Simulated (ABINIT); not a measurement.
Crystal: Bi.

```
Bi
1.0
    -1.98143    1.98143    1.98143
     1.98143   -1.98143    1.98143
     1.98143    1.98143   -1.98143
Bi
1
Direct
  0.00000 0.00000 0.00000
```

This isn't the form of Bi at room conditions, which is rhombohedral.

Base run:

```yaml
Program: ABINIT 10.8.3 (patched build)
Functional: r2SCAN
Potentials_or_basis: JTH PAW PBE v2.0
Cutoff: 707 eV
k_mesh: 9 × 9 × 9
Occupations: fermi-dirac, width 0.05 eV
Spin: no spin polarisation
```

Its results: band gap on the k mesh none (metal or under the smearing width); pressure -0.4 GPa.

Question: After a change of settings the same cell gave: band gap on the k mesh none (metal or under the smearing width); pressure -2.4 GPa. Which change was it?
A. functional from r2SCAN to LDA
B. functional from r2SCAN to RPBE
C. functional from r2SCAN to revPBE
D. functional from r2SCAN to AM05

Answer: D.

Caveats: the PAW data sets were made with another functional, which shifts forces and pressure a little; spin-orbit coupling is left out, which moves the levels of the heavy elements.

Runs at the PBE level aren't shown here.
